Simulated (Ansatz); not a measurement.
# AlN: an axial (c/a) deformation path

Aim: for AlN, follow an axial (c/a) deformation at fixed volume.

Computed with Ansatz 0.2.0 (DFT LDA, scalar-relativistic, plane waves, PAW, unless a step's input says otherwise).

### 1 The structure to begin with

The structure is hexagonal, space group P6_3/mmc (No. 194). The conventional cell has a = 3.312 Å, b = 3.312 Å, c = 4.188 Å, α = 90.00°, β = 90.00°, γ = 120.00°. Around Al (site symmetry -6m2) lie 5 N at 1.91 to 2.09 Å. N (site symmetry -6m2) is surrounded by 5 Al at 1.91 to 2.09 Å.

Coordinates:

```
CELL_PARAMETERS angstrom
3.31212 0.00000 0.00000
-1.65606 2.86838 0.00000
0.00000 0.00000 4.18756
ATOMIC_POSITIONS crystal
Al 0.33333 0.66667 0.75000
Al 0.66667 0.33333 0.25000
N 0.33333 0.66667 0.25000
N 0.66667 0.33333 0.75000
```

Source of the structure: the Materials Project (structure only).

### 2 A first look at the start

Input file input.yaml:

```yaml
crystal:
  lattice:
    - [3.3121157418, 0.0, 0.0]
    - [-1.6560578709, 2.8683763727, 0.0]
    - [0.0, 0.0, 4.187563]
  atoms:
    - { symbol: Al, position: [0.33333333, 0.66666667, 0.75] }
    - { symbol: Al, position: [0.66666667, 0.33333333, 0.25] }
    - { symbol: "N", position: [0.33333333, 0.66666667, 0.25] }
    - { symbol: "N", position: [0.66666667, 0.33333333, 0.75] }
basis:
  ecutwfc: 420
kpoints:
  mp_grid: { grid: [6, 6, 4] }
hamiltonian:
  xc: lda
scf:
  occupations: { method: gaussian, width: 0.1 }
output:
  forces: true
  stress: true
  eigenvalues: true
```

Launch:

```
> ansatz run input.yaml --threads 1 --pin off --max-ram 2560MiB --backend cpu --events-out ev --progress --plain --runs-dir out
```

Log, shortened:

```text
Warning: RAYON_NUM_THREADS=1 ignored (pool sized by the plan → 1); use --threads N
[...]
Pseudopotentials: kind: paw
Pseudopotential: Al, paw, valence charge 3, recommended cutoff 420 eV (normal), Al.paw.azcp
Pseudopotential: N, paw, valence charge 5, recommended cutoff 420 eV (normal), N.paw.azcp
Functional definition: SPW92
[...]
Crystal: 4 atoms, lattice volume = 39.784 Å³
Basis set: ecut = 420 eV, 769 PW (Γ)
Bands: 12, of which v1, the nominal top of the filled ones, is band 8 counted from 1 (7 counted from 0)
Symmetry: 24 space group operations
Space group: P63/mmc (ITA 194), of the structure as read, at distance tolerance 3.4e-5 Å
k-points: 21 of 144
[...]
SCF iter   1: F=—  HF=-1779.313637 eV  |F-HF|=—  |Δ(HF+E_count)|=         —  Δρ=7.17e-3  dr2=2.23e-2  ethr=1.77e-3  ⟨swp⟩=5.3  Hψ=1565  notcnv=0
[...]
SCF iter   6: F=-1779.306374 eV  HF=-1779.306374 eV  |F-HF|=4.00e-11  |Δ(HF+E_count)|=   3.31e-9  Δρ=8.45e-7  dr2=1.10e-10  ethr=3.96e-11  ⟨swp⟩=2.0  Hψ=776  notcnv=0
[...]
SCF converged after 6 iterations
Free energy (F): -1779.306374 eV
[...]
E sigma→0 (E₀):  -1779.306374 eV
Fermi energy:    10.339243 eV
[...]
--- Forces (eV/Å), atoms counted from 1 ---
  atom   1  Al    -0.00000000    -0.00000000    -0.00000000
  atom   2  Al     0.00000000     0.00000000     0.00000000
  atom   3  N     -0.00000000     0.00000000     0.00000000
  atom   4  N      0.00000000    -0.00000000    -0.00000000
[...]
--- Stress (GPa, compression-positive) ---
       -8.641647       0.000000      -0.000000
        0.000000      -8.641647      -0.000000
       -0.000000      -0.000000      -8.812574
  P = ⅓ Tr σ = -8.6986 GPa (-86.986 kbar)
--- Band table (eV; the first three rows and the last of 21) ---
  k-point 0: bands = ["-7.9182", "-4.2037", "1.8170", "5.4317", "5.4317", "7.0917", "7.0917", "8.7013", "11.9772", "12.9539", "16.7629", "16.7629"]
[...]
```

Run time: 1.4 s. Hardware: 1 thread of Intel Xeon at 2.70GHz, shared host; peak memory 0.29 GiB.

The cell is taken as given, not relaxed at this level.

### 3 The reference: the undisturbed cell on the scan's mesh

Input file input.yaml:

```yaml
crystal:
  lattice:
    - [3.3121157418, 0.0, 0.0]
    - [-1.6560578709, 2.8683763727, 0.0]
    - [0.0, 0.0, 4.187563]
  atoms:
    - { symbol: Al, position: [0.3333333333, 0.6666666667, 0.75] }
    - { symbol: Al, position: [0.6666666667, 0.3333333333, 0.25] }
    - { symbol: "N", position: [0.3333333333, 0.6666666667, 0.25] }
    - { symbol: "N", position: [0.6666666667, 0.3333333333, 0.75] }
basis:
  ecutwfc: 420
kpoints:
  mp_grid: { grid: [12, 12, 6] }
hamiltonian:
  xc: lda
scf:
  occupations: { method: fermi_dirac, width: 0.2 }
output:
  forces: true
  stress: true
  eigenvalues: true
```

Launch:

```
> ansatz run input.yaml --threads 1 --pin off --max-ram 2560MiB --backend cpu --events-out ev --progress --plain --runs-dir out
```

Log, shortened:

```text
Warning: RAYON_NUM_THREADS=1 ignored (pool sized by the plan → 1); use --threads N
[...]
[... 4 set-up lines as earlier in the session ...]
[...]
Crystal: 4 atoms, lattice volume = 39.784 Å³
Basis set: ecut = 420 eV, 769 PW (Γ)
Bands: 12, of which v1, the nominal top of the filled ones, is band 8 counted from 1 (7 counted from 0)
[... 2 set-up lines as earlier in the session ...]
k-points: 76 of 864
[...]
SCF iter   1: F=—  HF=-1779.313904 eV  |F-HF|=—  |Δ(HF+E_count)|=         —  Δρ=7.18e-3  dr2=2.23e-2  ethr=1.77e-3  ⟨swp⟩=5.4  Hψ=5624  notcnv=0
[...]
SCF iter   6: F=-1779.306632 eV  HF=-1779.306632 eV  |F-HF|=4.09e-11  |Δ(HF+E_count)|=   3.09e-9  Δρ=7.70e-7  dr2=9.11e-11  ethr=3.62e-11  ⟨swp⟩=1.6  Hψ=2889  notcnv=0
[...]
SCF converged after 6 iterations
Free energy (F): -1779.306632 eV
[...]
E sigma→0 (E₀):  -1779.306622 eV
Entropy (-TS):   -0.000020 eV (-0.005 meV/atom)
Fermi energy:    10.427265 eV
[...]
--- Forces (eV/Å), atoms counted from 1 ---
  atom   1  Al    -0.00000000    -0.00000000    -0.00000000
  atom   2  Al    -0.00000000     0.00000000     0.00000000
  atom   3  N     -0.00000000     0.00000000     0.00000000
  atom   4  N     -0.00000000    -0.00000000    -0.00000000
[...]
--- Stress (GPa, compression-positive) ---
       -8.633928       0.000000      -0.000000
        0.000000      -8.633928      -0.000000
       -0.000000      -0.000000      -8.813569
  P = ⅓ Tr σ = -8.6938 GPa (-86.938 kbar)
--- Band table (eV; the first three rows and the last of 76) ---
  k-point 0: bands = ["-7.9183", "-4.2038", "1.8169", "5.4315", "5.4315", "7.0915", "7.0915", "8.7012", "11.9772", "12.9539", "16.7629", "16.7629"]
[...]
```

It took 3.4 s on 1 thread of Intel Xeon at 2.70GHz, shared host; peak memory 0.33 GiB.

The reference gives a free energy of -1779.3066 eV, pressure -8.69 GPa, largest force 0.000 eV/Å and gap on the mesh 3.28 eV.

### 4 Setting up an axial (c/a) deformation path

At fixed volume and fractional coordinates, lengths along (0.000, 0.000, 1.000) are scaled against those across it; ρ is that ratio over its starting value.

### 5 At ρ = 0.850

Changes to input.yaml since step 3:

```diff
@@ -2,5 +2,5 @@
   lattice:
-    - [3.3121157418, 0.0, 0.0]
-    - [-1.6560578709, 2.8683763727, 0.0]
-    - [0.0, 0.0, 4.187563]
+    - [3.4964919247, 0.0, 0.0]
+    - [-1.7482459623, 3.0280508309, 0.0]
+    - [0.0, 0.0, 3.7575719424]
   atoms:
```

Launch:

```
> ansatz run input.yaml --threads 1 --pin off --max-ram 2560MiB --backend cpu --events-out ev --progress --plain --runs-dir out
```

Log, shortened:

```text
Warning: RAYON_NUM_THREADS=1 ignored (pool sized by the plan → 1); use --threads N
[...]
[... 4 set-up lines as earlier in the session ...]
[...]
Crystal: 4 atoms, lattice volume = 39.784 Å³
Basis set: ecut = 420 eV, 775 PW (Γ)
Bands: 12, of which v1, the nominal top of the filled ones, is band 8 counted from 1 (7 counted from 0)
[... 2 set-up lines as earlier in the session ...]
k-points: 76 of 864
[...]
SCF iter   1: F=—  HF=-1778.896901 eV  |F-HF|=—  |Δ(HF+E_count)|=         —  Δρ=8.63e-3  dr2=3.21e-2  ethr=1.77e-3  ⟨swp⟩=5.5  Hψ=5763  notcnv=0
[...]
SCF iter   6: F=-1778.886716 eV  HF=-1778.886716 eV  |F-HF|=3.87e-12  |Δ(HF+E_count)|=   2.13e-9  Δρ=1.47e-6  dr2=4.05e-10  ethr=4.44e-11  ⟨swp⟩=2.2  Hψ=3034  notcnv=0
[...]
SCF converged after 6 iterations
Free energy (F): -1778.886716 eV
[...]
E sigma→0 (E₀):  -1778.886701 eV
Entropy (-TS):   -0.000031 eV (-0.008 meV/atom)
Fermi energy:    10.138491 eV
[...]
--- Forces (eV/Å), atoms counted from 1 ---
  atom   1  Al    -0.00000000    -0.00000000     0.00000000
  atom   2  Al     0.00000000     0.00000000    -0.00000000
  atom   3  N      0.00000000     0.00000000     0.00000000
  atom   4  N     -0.00000000    -0.00000000     0.00000000
[...]
--- Stress (GPa, compression-positive) ---
      -14.949234      -0.000000       0.000000
       -0.000000     -14.949234      -0.000000
        0.000000      -0.000000      20.479262
  P = ⅓ Tr σ = -3.1397 GPa (-31.397 kbar)
--- Band table (eV; the first three rows and the last of 76) ---
  k-point 0: bands = ["-8.1118", "-3.7243", "2.1329", "4.7786", "4.7786", "7.2662", "7.2662", "7.7818", "11.5472", "12.6725", "16.0699", "16.0699"]
[...]
```

Wall time 3.5 s (1 thread of Intel Xeon at 2.70GHz, shared host); peak memory 0.33 GiB.

### 6 At ρ = 1.200

Changes to input.yaml since step 5:

```diff
@@ -2,5 +2,5 @@
   lattice:
-    - [3.4964919247, 0.0, 0.0]
-    - [-1.7482459623, 3.0280508309, 0.0]
-    - [0.0, 0.0, 3.7575719424]
+    - [3.1168202449, 0.0, 0.0]
+    - [-1.5584101224, 2.6992455111, 0.0]
+    - [0.0, 0.0, 4.7287771875]
   atoms:
```

Launch:

```
> ansatz run input.yaml --threads 1 --pin off --max-ram 2560MiB --backend cpu --events-out ev --progress --plain --runs-dir out
```

Log, shortened:

```text
[...]
SCF converged after 6 iterations
Free energy (F): -1778.866728 eV
[...]
E sigma→0 (E₀):  -1778.866715 eV
Entropy (-TS):   -0.000024 eV (-0.006 meV/atom)
Fermi energy:    10.503573 eV
[...]
--- Forces (eV/Å), atoms counted from 1 ---
  atom   1  Al    -0.00000000    -0.00000000     0.00000000
  atom   2  Al     0.00000000     0.00000000    -0.00000000
  atom   3  N     -0.00000000     0.00000000     0.00000000
  atom   4  N     -0.00000000    -0.00000000    -0.00000000
[...]
--- Stress (GPa, compression-positive) ---
       16.817509       0.000000       0.000000
       -0.000000      16.817509       0.000000
        0.000000       0.000000     -12.900916
  P = ⅓ Tr σ = 6.9114 GPa (69.114 kbar)
--- Band table (eV; the first three rows and the last of 76) ---
  k-point 0: bands = ["-7.9268", "-5.3067", "1.5609", "5.8712", "5.8712", "6.7161", "6.7161", "8.8553", "11.8960", "14.1856", "18.1175", "18.1175"]
[...]
```

It took 4.2 s on 1 thread of Intel Xeon at 2.70GHz, shared host; peak memory 0.33 GiB.

### 7 At ρ = 0.920

Changes to input.yaml since step 6:

```diff
@@ -2,5 +2,5 @@
   lattice:
-    - [3.1168202449, 0.0, 0.0]
-    - [-1.5584101224, 2.6992455111, 0.0]
-    - [0.0, 0.0, 4.7287771875]
+    - [3.4054634934, 0.0, 0.0]
+    - [-1.7027317467, 2.949217897, 0.0]
+    - [0.0, 0.0, 3.9611373852]
   atoms:
```

Launch:

```
> ansatz run input.yaml --threads 1 --pin off --max-ram 2560MiB --backend cpu --events-out ev --progress --plain --runs-dir out
```

Log, shortened:

```text
Warning: RAYON_NUM_THREADS=1 ignored (pool sized by the plan → 1); use --threads N
[...]
[... 4 set-up lines as earlier in the session ...]
[...]
Crystal: 4 atoms, lattice volume = 39.784 Å³
Basis set: ecut = 420 eV, 793 PW (Γ)
Bands: 12, of which v1, the nominal top of the filled ones, is band 8 counted from 1 (7 counted from 0)
[... 2 set-up lines as earlier in the session ...]
k-points: 76 of 864
[...]
SCF iter   1: F=—  HF=-1779.217224 eV  |F-HF|=—  |Δ(HF+E_count)|=         —  Δρ=7.87e-3  dr2=2.68e-2  ethr=1.77e-3  ⟨swp⟩=5.4  Hψ=5680  notcnv=0
[...]
SCF iter   6: F=-1779.208605 eV  HF=-1779.208605 eV  |F-HF|=2.52e-11  |Δ(HF+E_count)|=   2.77e-9  Δρ=1.12e-6  dr2=2.02e-10  ethr=3.29e-11  ⟨swp⟩=2.1  Hψ=2796  notcnv=0
[...]
SCF converged after 6 iterations
Free energy (F): -1779.208605 eV
[...]
E sigma→0 (E₀):  -1779.208594 eV
Entropy (-TS):   -0.000022 eV (-0.005 meV/atom)
Fermi energy:    10.249697 eV
[...]
--- Forces (eV/Å), atoms counted from 1 ---
  atom   1  Al     0.00000000     0.00000000    -0.00000000
  atom   2  Al     0.00000000    -0.00000000     0.00000000
  atom   3  N     -0.00000000    -0.00000000     0.00000000
  atom   4  N      0.00000000     0.00000000    -0.00000000
[...]
--- Stress (GPa, compression-positive) ---
      -13.518654       0.000000      -0.000000
        0.000000     -13.518654       0.000000
       -0.000000       0.000000       1.541249
  P = ⅓ Tr σ = -8.4987 GPa (-84.987 kbar)
--- Band table (eV; the first three rows and the last of 76) ---
  k-point 0: bands = ["-7.9971", "-3.8779", "1.9638", "5.1235", "5.1235", "7.2132", "7.2132", "8.2741", "11.8002", "12.6794", "16.3361", "16.3361"]
[...]
```

Run time: 3.6 s. Hardware: 1 thread of Intel Xeon at 2.70GHz, shared host; peak memory 0.33 GiB.

### 8 At ρ = 1.100

Changes to input.yaml since step 7:

```diff
@@ -2,5 +2,5 @@
   lattice:
-    - [3.4054634934, 0.0, 0.0]
-    - [-1.7027317467, 2.949217897, 0.0]
-    - [0.0, 0.0, 3.9611373852]
+    - [3.2085435845, 0.0, 0.0]
+    - [-1.6042717922, 2.7786802533, 0.0]
+    - [0.0, 0.0, 4.4622764994]
   atoms:
```

Launch:

```
> ansatz run input.yaml --threads 1 --pin off --max-ram 2560MiB --backend cpu --events-out ev --progress --plain --runs-dir out
```

Log, shortened:

```text
Warning: RAYON_NUM_THREADS=1 ignored (pool sized by the plan → 1); use --threads N
[...]
[... 4 set-up lines as earlier in the session ...]
[...]
Crystal: 4 atoms, lattice volume = 39.784 Å³
Basis set: ecut = 420 eV, 783 PW (Γ)
Bands: 12, of which v1, the nominal top of the filled ones, is band 8 counted from 1 (7 counted from 0)
[... 2 set-up lines as earlier in the session ...]
k-points: 76 of 864
[...]
SCF iter   1: F=—  HF=-1779.192700 eV  |F-HF|=—  |Δ(HF+E_count)|=         —  Δρ=6.95e-3  dr2=2.10e-2  ethr=1.77e-3  ⟨swp⟩=5.4  Hψ=5675  notcnv=0
[...]
SCF iter   6: F=-1779.185882 eV  HF=-1779.185882 eV  |F-HF|=4.77e-11  |Δ(HF+E_count)|=   2.91e-9  Δρ=7.27e-7  dr2=9.61e-11  ethr=6.63e-11  ⟨swp⟩=1.4  Hψ=2931  notcnv=0
[...]
SCF converged after 6 iterations
Free energy (F): -1779.185882 eV
[...]
E sigma→0 (E₀):  -1779.185871 eV
Entropy (-TS):   -0.000022 eV (-0.005 meV/atom)
Fermi energy:    10.586508 eV
[...]
--- Forces (eV/Å), atoms counted from 1 ---
  atom   1  Al    -0.00000000    -0.00000000     0.00000000
  atom   2  Al     0.00000000     0.00000000    -0.00000000
  atom   3  N      0.00000000     0.00000000    -0.00000000
  atom   4  N     -0.00000000    -0.00000000     0.00000000
[...]
--- Stress (GPa, compression-positive) ---
        1.949813       0.000000       0.000000
        0.000000       1.949813       0.000000
        0.000000       0.000000     -13.075886
  P = ⅓ Tr σ = -3.0588 GPa (-30.588 kbar)
--- Band table (eV; the first three rows and the last of 76) ---
  k-point 0: bands = ["-7.8902", "-4.7325", "1.6739", "5.7021", "5.7021", "6.9038", "6.9038", "8.9497", "12.0263", "13.5196", "17.4083", "17.4083"]
[...]
```

Wall time 4.1 s (1 thread of Intel Xeon at 2.70GHz, shared host); peak memory 0.33 GiB.

### 9 At ρ = 0.960

Changes to input.yaml since step 8:

```diff
@@ -2,5 +2,5 @@
   lattice:
-    - [3.2085435845, 0.0, 0.0]
-    - [-1.6042717922, 2.7786802533, 0.0]
-    - [0.0, 0.0, 4.4622764994]
+    - [3.3574928291, 0.0, 0.0]
+    - [-1.6787464145, 2.907674083, 0.0]
+    - [0.0, 0.0, 4.0751366456]
   atoms:
```

Launch:

```
> ansatz run input.yaml --threads 1 --pin off --max-ram 2560MiB --backend cpu --events-out ev --progress --plain --runs-dir out
```

Log, shortened:

```text
[...]
SCF converged after 6 iterations
Free energy (F): -1779.284691 eV
[...]
E sigma→0 (E₀):  -1779.284681 eV
Entropy (-TS):   -0.000020 eV (-0.005 meV/atom)
Fermi energy:    10.332286 eV
[...]
--- Forces (eV/Å), atoms counted from 1 ---
  atom   1  Al     0.00000000     0.00000000     0.00000000
  atom   2  Al    -0.00000000     0.00000000     0.00000000
  atom   3  N     -0.00000000     0.00000000     0.00000000
  atom   4  N      0.00000000     0.00000000     0.00000000
[...]
--- Stress (GPa, compression-positive) ---
      -11.500225      -0.000000       0.000000
       -0.000000     -11.500225       0.000000
        0.000000       0.000000      -4.724230
  P = ⅓ Tr σ = -9.2416 GPa (-92.416 kbar)
--- Band table (eV; the first three rows and the last of 76) ---
  k-point 0: bands = ["-7.9510", "-4.0253", "1.8855", "5.2883", "5.2883", "7.1576", "7.1576", "8.5095", "11.9040", "12.7890", "16.5363", "16.5363"]
[...]
```

Run time: 3.4 s. Hardware: 1 thread of Intel Xeon at 2.70GHz, shared host; peak memory 0.33 GiB.

### 10 At ρ = 1.050

Changes to input.yaml since step 9:

```diff
@@ -2,5 +2,5 @@
   lattice:
-    - [3.3574928291, 0.0, 0.0]
-    - [-1.6787464145, 2.907674083, 0.0]
-    - [0.0, 0.0, 4.0751366456]
+    - [3.2586851769, 0.0, 0.0]
+    - [-1.6293425885, 2.8221041461, 0.0]
+    - [0.0, 0.0, 4.3260103409]
   atoms:
```

Launch:

```
> ansatz run input.yaml --threads 1 --pin off --max-ram 2560MiB --backend cpu --events-out ev --progress --plain --runs-dir out
```

Log, shortened:

```text
Warning: RAYON_NUM_THREADS=1 ignored (pool sized by the plan → 1); use --threads N
[...]
[... 4 set-up lines as earlier in the session ...]
[...]
Crystal: 4 atoms, lattice volume = 39.784 Å³
Basis set: ecut = 420 eV, 759 PW (Γ)
Bands: 12, of which v1, the nominal top of the filled ones, is band 8 counted from 1 (7 counted from 0)
[... 2 set-up lines as earlier in the session ...]
k-points: 76 of 864
[...]
SCF iter   1: F=—  HF=-1779.280896 eV  |F-HF|=—  |Δ(HF+E_count)|=         —  Δρ=6.99e-3  dr2=2.12e-2  ethr=1.77e-3  ⟨swp⟩=5.3  Hψ=5634  notcnv=0
[...]
SCF iter   6: F=-1779.273960 eV  HF=-1779.273960 eV  |F-HF|=4.66e-11  |Δ(HF+E_count)|=   2.80e-9  Δρ=7.35e-7  dr2=8.70e-11  ethr=5.74e-11  ⟨swp⟩=1.9  Hψ=2985  notcnv=0
[...]
SCF converged after 6 iterations
Free energy (F): -1779.273960 eV
[...]
E sigma→0 (E₀):  -1779.273950 eV
Entropy (-TS):   -0.000020 eV (-0.005 meV/atom)
Fermi energy:    10.531978 eV
[...]
--- Forces (eV/Å), atoms counted from 1 ---
  atom   1  Al    -0.00000000    -0.00000000     0.00000000
  atom   2  Al     0.00000000     0.00000000     0.00000000
  atom   3  N      0.00000000     0.00000000     0.00000000
  atom   4  N     -0.00000000    -0.00000000     0.00000000
[...]
--- Stress (GPa, compression-positive) ---
       -3.923736       0.000000       0.000000
       -0.000000      -3.923736       0.000000
        0.000000       0.000000     -11.769683
  P = ⅓ Tr σ = -6.5391 GPa (-65.391 kbar)
--- Band table (eV; the first three rows and the last of 76) ---
  k-point 0: bands = ["-7.8952", "-4.4575", "1.7418", "5.5813", "5.5813", "7.0005", "7.0005", "8.8686", "12.0255", "13.2160", "17.0747", "17.0747"]
[...]
```

It took 3 s on 1 thread of Intel Xeon at 2.70GHz, shared host; peak memory 0.33 GiB.

### 11 Point ρ = 0.800

Changes to input.yaml since step 10:

```diff
@@ -2,5 +2,5 @@
   lattice:
-    - [3.2586851769, 0.0, 0.0]
-    - [-1.6293425885, 2.8221041461, 0.0]
-    - [0.0, 0.0, 4.3260103409]
+    - [3.5678685258, 0.0, 0.0]
+    - [-1.7839342629, 3.0898647807, 0.0]
+    - [0.0, 0.0, 3.6087323976]
   atoms:
```

Launch:

```
> ansatz run input.yaml --threads 1 --pin off --max-ram 2560MiB --backend cpu --events-out ev --progress --plain --runs-dir out
```

Log, shortened:

```text
Warning: RAYON_NUM_THREADS=1 ignored (pool sized by the plan → 1); use --threads N
[...]
[... 4 set-up lines as earlier in the session ...]
[...]
Crystal: 4 atoms, lattice volume = 39.784 Å³
Basis set: ecut = 420 eV, 763 PW (Γ)
Bands: 12, of which v1, the nominal top of the filled ones, is band 8 counted from 1 (7 counted from 0)
[... 2 set-up lines as earlier in the session ...]
k-points: 76 of 864
[...]
SCF iter   1: F=—  HF=-1778.435084 eV  |F-HF|=—  |Δ(HF+E_count)|=         —  Δρ=9.01e-3  dr2=3.43e-2  ethr=1.77e-3  ⟨swp⟩=5.5  Hψ=5736  notcnv=0
[...]
SCF iter   6: F=-1778.424223 eV  HF=-1778.424223 eV  |F-HF|=7.75e-11  |Δ(HF+E_count)|=   1.15e-9  Δρ=2.01e-6  dr2=8.37e-10  ethr=6.65e-11  ⟨swp⟩=2.0  Hψ=2999  notcnv=0
[...]
SCF converged after 6 iterations
Free energy (F): -1778.424223 eV
[...]
E sigma→0 (E₀):  -1778.424196 eV
Entropy (-TS):   -0.000054 eV (-0.014 meV/atom)
Fermi energy:    10.074350 eV
[...]
--- Forces (eV/Å), atoms counted from 1 ---
  atom   1  Al     0.00000000     0.00000000    -0.00000000
  atom   2  Al     0.00000000     0.00000000     0.00000000
  atom   3  N      0.00000000     0.00000000     0.00000000
  atom   4  N     -0.00000000    -0.00000000    -0.00000000
[...]
--- Stress (GPa, compression-positive) ---
      -14.351263      -0.000000      -0.000000
        0.000000     -14.351263      -0.000000
       -0.000000      -0.000000      43.665733
  P = ⅓ Tr σ = 4.9877 GPa (49.877 kbar)
--- Band table (eV; the first three rows and the last of 76) ---
  k-point 0: bands = ["-8.2206", "-3.7210", "2.2891", "4.4867", "4.4867", "7.2502", "7.2502", "7.3911", "11.3127", "12.8607", "15.9638", "15.9638"]
[...]
```

Wall time 3.4 s (1 thread of Intel Xeon at 2.70GHz, shared host); peak memory 0.33 GiB.

### 12 ρ = 1.300

Changes to input.yaml since step 11:

```diff
@@ -2,5 +2,5 @@
   lattice:
-    - [3.5678685258, 0.0, 0.0]
-    - [-1.7839342629, 3.0898647807, 0.0]
-    - [0.0, 0.0, 3.6087323976]
+    - [3.0347602529, 0.0, 0.0]
+    - [-1.5173801265, 2.6281794734, 0.0]
+    - [0.0, 0.0, 4.9879671972]
   atoms:
```

Launch:

```
> ansatz run input.yaml --threads 1 --pin off --max-ram 2560MiB --backend cpu --events-out ev --progress --plain --runs-dir out
```

Log, shortened:

```text
[...]
SCF converged after 6 iterations
Free energy (F): -1778.366593 eV
[...]
E sigma→0 (E₀):  -1778.366581 eV
Entropy (-TS):   -0.000024 eV (-0.006 meV/atom)
Fermi energy:    10.221539 eV
[...]
--- Forces (eV/Å), atoms counted from 1 ---
  atom   1  Al    -0.00000000    -0.00000000     0.00000000
  atom   2  Al     0.00000000     0.00000000    -0.00000000
  atom   3  N      0.00000000     0.00000000     0.00000000
  atom   4  N     -0.00000000    -0.00000000    -0.00000000
[...]
--- Stress (GPa, compression-positive) ---
       35.306742       0.000000       0.000000
       -0.000000      35.306742       0.000000
        0.000000       0.000000     -11.111828
  P = ⅓ Tr σ = 19.8339 GPa (198.339 kbar)
--- Band table (eV; the first three rows and the last of 76) ---
  k-point 0: bands = ["-8.0144", "-5.8737", "1.4660", "5.9656", "5.9656", "6.5468", "6.5468", "8.4668", "11.6216", "14.8602", "18.5580", "18.8526"]
[...]
```

Run time: 3.5 s. Hardware: 1 thread of Intel Xeon at 2.70GHz, shared host; peak memory 0.33 GiB.

### 13 The scan collected

All points in order; energies are free energies above the reference cell:

| ρ | ΔE (meV/atom) | pressure (GPa) | gap on the mesh (eV) | space group |
| --- | --- | --- | --- | --- |
| 0.800 | 220.6 | 5.0 | 3.14 | P6_3/mmc |
| 0.850 | 105.0 | -3.1 | 3.58 | P6_3/mmc |
| 0.920 | 24.5 | -8.5 | 3.53 | P6_3/mmc |
| 0.960 | 5.5 | -9.2 | 3.39 | P6_3/mmc |
| 1.000 | 0.0 | -8.7 | 3.28 | P6_3/mmc |
| 1.050 | 8.2 | -6.5 | 3.16 | P6_3/mmc |
| 1.100 | 30.2 | -3.1 | 3.08 | P6_3/mmc |
| 1.200 | 110.0 | 6.9 | 3.04 | P6_3/mmc |
| 1.300 | 235.0 | 19.8 | 3.15 | P6_3/mmc |

### 14 Outcome

```
     quantity                        value
highest point  235.0 meV/atom at ρ = 1.300
```

In words: The settings of these runs were drawn from a wide range and may not be converged. The undisturbed cell stays the lowest of the sampled points. No sampled point inside the path is a dip, apart from those named. The gap on the mesh stays between 3.04 and 3.58 eV.
